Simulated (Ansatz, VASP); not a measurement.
## SnH5 in VASP and in Ansatz

```
Sn H
1.0
     0.00000    2.74020    2.74020
     2.74020    0.00000    2.74020
     2.74020    2.74020    0.00000
Sn H
1 5
Direct
  0.00000 0.00000 0.00000
  0.75000 0.75000 0.75000
  0.40501 0.78496 0.40501
  0.40501 0.40501 0.78496
  0.40501 0.40501 0.40501
  0.78496 0.40501 0.40501
```

Change from the starting cell: species swapped into the ZrNi5 type (F-43m, No. 216).

Alike in both runs: functional PBE; k mesh 12 × 12 × 12; occupations gaussian, width 0.1 eV; no spin polarisation.

Ansatz relaxed the structure, and its values are those at the end. VASP's run is a single point on that final structure, the one shown.

|  | VASP | Ansatz |
| --- | --- | --- |
| version | VASP 6.6.1 | Ansatz 0.2.0 |
| potentials or method | VASP PAW PBE potentials, release 64 (Sn_d, H) | scalar-relativistic, plane waves, PAW |
| plane-wave cutoff (eV) | 520 | 420 |
| valence electrons in the cell | 19 | 19 |

|  | VASP | Ansatz | Ansatz less VASP |
| --- | --- | --- | --- |
| gap on the k mesh at the Fermi level (eV) | none | none | - |
| pressure (GPa) | -0.2 | 0.0 | +0.19 |

A gap of «none» marks a metal or a gap that the smearing closes.
